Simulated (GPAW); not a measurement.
# MnO (Cm) in GPAW: a series of runs

One crystal, MnO, is run at these levels: revPBE, BLYP; tasks: band structure.

Everything below comes from runs of GPAW 26.7.0. Logs are shortened: lines on timing, memory, paths and dates and some standing lists are left out, and cuts for length are marked. The log counts tension as positive stress, the text compression.

## (1) Starting point

The structure is monoclinic, space group Cm (No. 8). The conventional cell has a = 5.943 Å, b = 3.434 Å, c = 3.440 Å, α = 90.00°, β = 125.23°, γ = 90.00°. Mn (site symmetry m) is surrounded by 4 O at 2.10 Å. O (site symmetry m) has 4 Mn at 2.10 Å as nearest neighbours.

The cell comes from a database or a generator and needn't be the stable form of this composition.

## (2) Band structure, revPBE, collinear spin, ferromagnetic start

File run.py:

```python
from ase import Atoms
from ase.dft.bandgap import bandgap
from ase.io import write
from ase.units import GPa
from gpaw import GPAW, PW

atoms = Atoms(['Mn', 'O'],
              cell=[[2.9712935166, -1.7169813801, 0.0],
                    [2.9712935166, 1.7169813801, 0.0],
                    [-1.9846287531, 0.0, 2.8103092467]],
              scaled_positions=[[0.500199, 0.500199, 0.500665],
                                [0.7498025, 0.7498025, 0.249336]],
              pbc=True)
atoms.set_initial_magnetic_moments([4.0, 0.0])

calc = GPAW(mode=PW(800),
            xc='revPBE',
            kpts={'size': (7, 7, 7), 'gamma': True},
            occupations={'name': 'fermi-dirac', 'width': 0.05},
            nbands=21,
            convergence={'density': 1e-05, 'energy': 1e-05},
            maxiter=150,
            txt='gpaw.txt')
atoms.calc = calc
energy = atoms.get_potential_energy()
forces = atoms.get_forces()
stress = atoms.get_stress()
calc.write('gs.gpw')
write('result.traj', atoms)
print(f'Energy: {energy:.6f} eV')
print('Forces (eV/A):')
print(forces.round(4))
print('Stress (GPa):', (stress / GPa).round(3))
print('Moments:', calc.get_magnetic_moments().round(3))
print('Fermi level:', round(calc.get_fermi_level(), 4), 'eV')
print(f'Gap: {bandgap(calc)[0]:.4f} eV, direct: {bandgap(calc, direct=True)[0]:.4f} eV')

path = atoms.cell.bandpath('XGY,LGZ,NGM,RG', npoints=60, eps=1e-4)
bs_calc = calc.fixed_density(kpts=path, symmetry='off', nbands=31,
                             convergence={'bands': 'CBM+6.0', 'eigenstates': 1e-6}, txt='bands.txt')
bs = bs_calc.band_structure()
bs.write('bs.json')
print(f'Gap on the path: {bandgap(bs_calc)[0]:.4f} eV')
```

Potentials or basis: the program's PAW data sets (release 1.2.1) made for this functional, pw.

Command:

```sh
$ OMP_NUM_THREADS=1 python run.py
```

gpaw.txt:

```text
__  _  _
 | _ |_)|_||  |
 |__||  | ||/\| - 26.7.0

Input parameters:
  mode=PW(ecut=800.0),
  convergence={'density': 1e-05, 'energy': 1e-05},
  kpts=MonkhorstPack(size=(7, 7, 7), gamma=True),
  maxiter=150,
  nbands=21,
  occupations=Occupations(name='fermi-dirac', width=0.05),
  xc=XC(name='revPBE')

Diagonalizing LCAO Hamiltonian
Converting LCAO to pw mode

       Mn   O

Atoms  # Å, Bohr magnetons
|   | symbol |        x |        y |        z |    initial magnetic moments |
|---|--------|----------|----------|----------|-----------------------------|
| 0 |     Mn | 1.978842 | 0.000000 | 1.407023 | ( 0.0000,  0.0000,  4.0000) |
| 1 |      O | 3.960927 | 0.000000 | 0.700711 | ( 0.0000,  0.0000,  0.0000) |

Unit cell  # Å
| periodic |         x |         y |        z |  lengths |     angles |
|----------|-----------|-----------|----------|----------|------------|
|      yes |  2.971294 | -1.716981 | 0.000000 | 3.431707 | 119.964332 |
|      yes |  2.971294 |  1.716981 | 0.000000 | 3.431707 | 119.964332 |
|      yes | -1.984629 |  0.000000 | 2.810309 | 3.440434 |  60.043501 |

Number of symmetries: 2
Symmetry operations  # r_c * U_cc + t_c -> r_c
|   | kind |            matrix            |
|---|------|------------------------------|
| 0 |  E   |  1, 0, 0,  0, 1, 0,  0, 0, 1 |
| 1 |  σ   |  0, 1, 0,  1, 0, 0,  0, 0, 1 |

BZ-sampling:
  Number of BZ points: 343
  Number of IBZ points: 100

  Monkhorst-Pack size: [7, 7, 7]
  Monkhorst-Pack shift: [0, 0, 0]

K-points  # in reciprocal-cell coordinates
|     |                                coordinates |     weight |
|-----|--------------------------------------------|------------|
|   0 | (  0.00000000,   0.00000000,   0.00000000) | 0.00291545 |
|   1 | (  0.00000000,   0.00000000,   0.14285714) | 0.00583090 |
|   2 | (  0.00000000,   0.00000000,   0.28571429) | 0.00583090 |
|   3 | (  0.00000000,   0.00000000,   0.42857143) | 0.00583090 |
|   4 | (  0.14285714,  -0.14285714,   0.00000000) | 0.00583090 |
|   5 | (  0.14285714,  -0.14285714,   0.14285714) | 0.01166181 |
|   6 | (  0.14285714,  -0.14285714,   0.28571429) | 0.01166181 |
|   7 | (  0.14285714,  -0.14285714,   0.42857143) | 0.01166181 |
|   8 | (  0.14285714,   0.00000000,  -0.42857143) | 0.01166181 |
|   9 | (  0.14285714,   0.00000000,  -0.28571429) | 0.01166181 |
| ... |                                            |            |
|  99 | (  0.42857143,   0.42857143,   0.42857143) | 0.00583090 |

Plane wave coefficients: 1486
Cutoff: 800.0 eV

Spin-components: 2 (collinear spins)
Bands:           21
Projectors:      11
Spin-degeneracy: 1
Datatype:        complex128

Parallelization:
  kpt:    1
  domain: 1
  band:   1

Density:
  Valence electrons: 21.0
  Components: 2
  Grid points: [24 24 24]
  Charge: 0.0  # |e|

Potential:
  Grid points: [24 24 24]

species:
  Mn:
    name:    Manganese
    Z:       25.0
    valence: 15
    core:    10
    charge:  0.0  # [|e|]
    compensation charges:
      type: gauss
      rc: 0.38  # [Å]
      lmax: 2
    cutoffs:
      filter: 2.14  # [Å]
      core: 0.86  # [Å]
    projectors
    | kind |    occ | energy [eV] | rcut [Å] |
    |------|--------|-------------|----------|
    |   3s |  2.000 |     -85.913 |    1.275 |
    |   4s |  2.000 |      -5.050 |    1.275 |
    |   3p |  6.000 |     -54.598 |    1.281 |
    |   4p |  0.000 |      -1.347 |    1.281 |
    |   3d |  5.000 |      -6.716 |    1.138 |
    |    d |        |      20.495 |    1.138 |

    Using partial waves for Mn as LCAO basis

  O:
    name:    Oxygen
    Z:       8.0
    valence: 6
    core:    2
    charge:  0.0  # [|e|]
    compensation charges:
      type: gauss
      rc: 0.21  # [Å]
      lmax: 2
    cutoffs:
      filter: 1.17  # [Å]
      core: 0.83  # [Å]
    projectors
    | kind |    occ | energy [eV] | rcut [Å] |
    |------|--------|-------------|----------|
    |   2s |  2.000 |     -23.998 |    0.688 |
    |   2p |  4.000 |      -8.969 |    0.598 |
    |    s |        |       3.214 |    0.688 |
    |    p |        |      18.243 |    0.598 |
    |    d |        |       0.000 |    0.619 |

    Using partial waves for O as LCAO basis

Reference energy: -33560.249285  # eV

eigensolver:
  PPCG
  Converge bands: occupied
  niter=2

density mixing:
  MSR1-Mixer
  Pratt-step length: 0.05
  Maximum mixing coefficient: 0.75
  Old densities: 10
  SVD Regularization: 0.005
  Good broyden scale: 1.0
  Trust region scale: 1.0
  Backstep threshold: 4.0
  History deletion threshold: 6.0
  Fourier metric: weight=20.0, sigma=0.015

occupation numbers:
  Fermi-Dirac:
    width: 0.0500  # eV

poisson solver:
  ecut: 6400.0  # eV

xc functional:
  name: revPBE with 2 nearest neighbor stencil

convergence criteria:
- Maximum integral of absolute [dens]ity change: 1e-05 electrons / valence electron
- Maximum [total energy] change in last 3 cyles: 1e-05 eV / valence electron
- Maximum integral of absolute [eigenst]ate change: 4e-08 eV^2 / valence electron
maximum number of iterations: 150

SCF iterations
|iter     | |      energy | eigst |  dens |  magmom |
|---------|-|-------------|-------|-------|---------|
|iter:   1| |  -17.762635 | +0.18 |       |  +4.0035|
|iter:   2| |  -17.370622 | -1.77 | -0.83 |  +4.0533|
|iter:   3| |  -16.583517 | -1.63 | -0.88 |  +4.5570|
|iter:   4| |  -16.640576 | -2.80 | -1.41 |  +4.7795|
|iter:   5| |  -16.664092 | -2.76 | -1.70 |  +4.9820|
|iter:   6| |  -16.664484 | -4.54 | -2.50 |  +4.9950|
|iter:   7| |  -16.664729 | -5.13 | -2.84 |  +4.9974|
|iter:   8| |  -16.664811 | -5.28 | -3.19 |  +5.0003|
|iter:   9| |  -16.664815c| -6.75 | -3.81 |  +4.9998|
|iter:  10| |  -16.664815c| -7.66c| -4.67 |  +4.9998|
|iter:  11| |  -16.664815c| -8.02c| -5.25c|  +4.9999|

Converged in 11 steps
Energy contributions relative to reference atoms: (reference = -33560.249285)

Energy contributions:
  Kinetic:          21.895866
  Coulomb:         -19.714969
  Zero:              0.333927
  External:          0.000000
  Xc:              -19.178515
  Entropy:          -0.002247
  Spinorbit:         0.000000
  ----------------------------
  Free energy:     -16.665938
  Extrapolated:    -16.664815

dipole moment: (1.356500, -0.000000, -0.478309)  # |e|*Ang

Total magnetic moment: (0.000000, 0.000000, 4.999860)

Local magnetic moments
|        x |        y |        z |
|----------|----------|----------|
| 0.000000 | 0.000000 | 4.353233 |  # Mn   0
| 0.000000 | 0.000000 | 0.139855 |  # O    1

Fermi level: 5.553
Eigenvalues  # (at kpt = [0.000, 0.000, 0.000])
| band index |      eig [eV] | occ [0-1] |      eig [eV] | occ [0-1] |
|------------|---------------|-----------|---------------|-----------|
|          0 |       -76.171 |     1.000 |       -71.285 |     1.000 |
|        ... |               |           |               |           |
|          2 |       -44.923 |     1.000 |       -40.116 |     1.000 |
|          3 |       -44.922 |     1.000 |       -40.115 |     1.000 |
|          4 |       -13.807 |     1.000 |       -13.420 |     1.000 |
|          5 |        -0.208 |     1.000 |         1.097 |     1.000 |
|          6 |        -0.197 |     1.000 |         1.111 |     1.000 |
|          7 |        -0.194 |     1.000 |         1.114 |     1.000 |
|          8 |         2.805 |     1.000 |         5.739 |     0.024 |
|          9 |         2.808 |     1.000 |         7.289 |     0.000 |
|         10 |         4.059 |     1.000 |         7.293 |     0.000 |
|         11 |         5.557 |     0.479 |         9.042 |     0.000 |
|         12 |         5.558 |     0.477 |         9.043 |     0.000 |
|         13 |         5.564 |     0.447 |         9.050 |     0.000 |
|         14 |        17.221 |     0.000 |        18.890 |     0.000 |
|         15 |        17.289 |     0.000 |        18.964 |     0.000 |
|         16 |        17.292 |     0.000 |        18.966 |     0.000 |
|        ... |               |           |               |           |
|         20 |        22.441 |     0.000 |        24.088 |     0.000 |

No gap
No difference between direct/indirect transitions

Forces  # eV/Ang
|        x |       y |        z |
|----------|---------|----------|
|  0.00137 | 0.00000 |  0.00277 |  # Mn   0
| -0.00137 | 0.00000 | -0.00276 |  # O    1

Stress tensor  # eV/Ang^3
|         x |         y |         z |
|-----------|-----------|-----------|
| -0.002312 |  0.000000 | -0.000133 |
|  0.000000 | -0.002298 |  0.000000 |
| -0.000133 |  0.000000 | -0.001145 |

# Writing to gs.gpw (mode='')
```

Wall time 3.3 min (1 thread of Arm Neoverse V1, shared host); peak memory 0.43 GiB.

What came out:

```
Free energy             : -16.6659 eV
Pressure                : 0.3 GPa
Largest force           : 0.003 eV/Å
Band gap along the path : none (metal or under the smearing width)
Net moment              : 5.00 μB per cell
Site moments            : Mn +4.35; O +0.14 μB
```

Forces on the atoms (eV/Å):
```
Mn   0.001  0.000  0.003
O   -0.001  0.000 -0.003
```

Levels at the corners of the path, in eV from the Fermi level:
Spin up:
| point | band 9 | band 10 | band 11 | band 12 | band 13 | band 14 | band 15 |
| --- | --- | --- | --- | --- | --- | --- | --- |
| X | -2.58 | -2.58 | -2.50 | -0.81 | -0.81 | 3.73 | 5.02 |
| Γ | -2.75 | -2.75 | -1.49 | 0.00 | 0.00 | 0.01 | 11.67 |
| Y | -2.58 | -2.58 | -2.50 | -0.81 | -0.80 | 3.73 | 5.04 |
| L | -3.22 | -2.45 | -2.06 | -1.78 | -1.77 | 3.64 | 7.48 |
| Γ | -2.75 | -2.75 | -1.49 | 0.00 | 0.00 | 0.01 | 11.67 |
| Z | -2.58 | -2.57 | -2.50 | -0.81 | -0.80 | 3.73 | 5.04 |
| N | -3.22 | -2.45 | -2.05 | -1.78 | -1.77 | 3.64 | 7.50 |
| Γ | -2.75 | -2.75 | -1.49 | 0.00 | 0.00 | 0.01 | 11.67 |
| M | -3.22 | -2.45 | -2.06 | -1.78 | -1.77 | 3.64 | 7.48 |
| R | -2.58 | -2.58 | -2.50 | -0.81 | -0.80 | 3.73 | 5.04 |
| Γ | -2.75 | -2.75 | -1.49 | 0.00 | 0.00 | 0.01 | 11.67 |
Spin down:
```csv
point,band 5,band 6,band 7,band 8,band 9,band 10,band 11,band 12
X,-18.58,-5.71,-4.29,-4.28,1.56,1.88,1.88,2.85
Γ,-18.97,-4.46,-4.44,-4.44,0.19,1.74,1.74,3.49
Y,-18.58,-5.70,-4.30,-4.29,1.57,1.87,1.89,2.85
L,-18.46,-5.71,-4.22,-4.21,0.52,1.78,2.20,2.46
Γ,-18.97,-4.46,-4.44,-4.44,0.19,1.74,1.74,3.49
Z,-18.58,-5.70,-4.30,-4.30,1.57,1.87,1.89,2.85
N,-18.46,-5.71,-4.22,-4.21,0.53,1.79,2.20,2.46
Γ,-18.97,-4.46,-4.44,-4.44,0.19,1.74,1.74,3.49
M,-18.46,-5.71,-4.22,-4.21,0.52,1.78,2.20,2.46
R,-18.58,-5.70,-4.30,-4.29,1.57,1.87,1.89,2.85
Γ,-18.97,-4.46,-4.44,-4.44,0.19,1.74,1.74,3.49
```

Caveat: a cell with one magnetic atom can't hold antiferromagnetic order, which such compounds often take; semilocal functionals often make such compounds metallic where correlation or magnetic order opens a gap, which also shifts bond lengths.

## (3) Band structure, BLYP, collinear spin, ferromagnetic start

Edit run.py of step 2 so:

```diff
@@ -1,14 +1,9 @@
-from ase import Atoms
 from ase.dft.bandgap import bandgap
-from ase.io import write
+from ase.io import read, write
 from ase.units import GPa
-from gpaw import GPAW, PW
+from gpaw import GPAW, PW, setup_paths
 
-atoms = Atoms(['Mn', 'O'],
-              cell=[[2.9712935166, -1.7169813801, 0.0],
-                    [2.9712935166, 1.7169813801, 0.0],
-                    [-1.9846287531, 0.0, 2.8103092467]],
-              scaled_positions=[[0.500199, 0.500199, 0.500665],
-                                [0.7498025, 0.7498025, 0.249336]],
-              pbc=True)
+setup_paths.insert(0, '.')
+
+atoms = read('POSCAR')
 atoms.set_initial_magnetic_moments([4.0, 0.0])
@@ -16,3 +11,3 @@
 calc = GPAW(mode=PW(800),
-            xc='revPBE',
+            xc='BLYP',
             kpts={'size': (7, 7, 7), 'gamma': True},
@@ -21,2 +16,3 @@
             convergence={'density': 1e-05, 'energy': 1e-05},
+            eigensolver='davidson',
             maxiter=150,
```

File POSCAR:

```
MnO
1.0
    2.9712935166     -1.7169813801      0.0000000000
    2.9712935166      1.7169813801      0.0000000000
   -1.9846287531      0.0000000000      2.8103092467
Mn O
1 1
Direct
    0.5001990000      0.5001990000      0.5006650000
    0.7498025000      0.7498025000      0.2493360000
```

Potentials or basis: PAW data sets generated in the run's folder for this functional, pw.

Command:

```sh
$ gpaw-setup -f BLYP Mn O
$ OMP_NUM_THREADS=1 python run.py
```

Wall time 3.3 min (1 thread of Arm Neoverse V1, shared host); peak memory 0.42 GiB.

The run converged. Its results:

```
Free energy             : -16.1658 eV
Pressure                : 0.0 GPa
Band gap along the path : none (metal or under the smearing width)
Net moment              : 4.99 μB per cell
Site moments            : Mn +4.32; O +0.18 μB
```

Stress tensor (GPa, compression positive):
```
 0.03  0.00  0.02
 0.00  0.03  0.00
 0.02  0.00 -0.18
```

Levels at the corners of the path, in eV from the Fermi level:
Spin up:
| point | band 10 | band 11 | band 12 | band 13 | band 14 | band 15 |
| --- | --- | --- | --- | --- | --- | --- |
| X | -2.44 | -2.37 | -0.78 | -0.78 | 3.94 | 5.27 |
| Γ | -2.60 | -1.17 | 0.00 | 0.00 | 0.01 | 11.80 |
| Y | -2.44 | -2.37 | -0.78 | -0.77 | 3.93 | 5.29 |
| L | -2.31 | -1.97 | -1.68 | -1.68 | 4.05 | 7.50 |
| Γ | -2.60 | -1.17 | 0.00 | 0.00 | 0.01 | 11.80 |
| Z | -2.44 | -2.37 | -0.78 | -0.77 | 3.93 | 5.29 |
| N | -2.31 | -1.96 | -1.68 | -1.68 | 4.05 | 7.52 |
| Γ | -2.60 | -1.17 | 0.00 | 0.00 | 0.01 | 11.80 |
| M | -2.31 | -1.97 | -1.68 | -1.68 | 4.05 | 7.50 |
| R | -2.44 | -2.37 | -0.78 | -0.77 | 3.93 | 5.29 |
| Γ | -2.60 | -1.17 | 0.00 | 0.00 | 0.01 | 11.80 |
Spin down:
```csv
point,band 4,band 5,band 6,band 7,band 8,band 9,band 10,band 11,band 12,band 13
X,-45.65,-18.50,-5.86,-4.40,-4.39,1.25,1.56,1.56,2.57,2.57
Γ,-45.64,-18.91,-4.58,-4.57,-4.56,-0.13,1.40,1.41,3.25,3.25
Y,-45.65,-18.50,-5.85,-4.41,-4.40,1.25,1.55,1.57,2.57,2.58
L,-45.66,-18.38,-5.87,-4.31,-4.30,0.14,1.48,1.88,2.15,2.16
Γ,-45.64,-18.91,-4.58,-4.57,-4.56,-0.13,1.40,1.41,3.25,3.25
Z,-45.65,-18.50,-5.85,-4.41,-4.41,1.25,1.55,1.57,2.57,2.58
N,-45.66,-18.38,-5.86,-4.31,-4.30,0.14,1.49,1.88,2.16,2.16
Γ,-45.64,-18.91,-4.58,-4.57,-4.56,-0.13,1.40,1.41,3.25,3.25
M,-45.66,-18.38,-5.87,-4.31,-4.30,0.14,1.48,1.88,2.15,2.16
R,-45.65,-18.50,-5.85,-4.41,-4.40,1.25,1.55,1.57,2.57,2.58
Γ,-45.64,-18.91,-4.58,-4.57,-4.56,-0.13,1.40,1.41,3.25,3.25
```

Caveat: a cell with one magnetic atom can't hold antiferromagnetic order, which such compounds often take; semilocal functionals often make such compounds metallic where correlation or magnetic order opens a gap, which also shifts bond lengths.
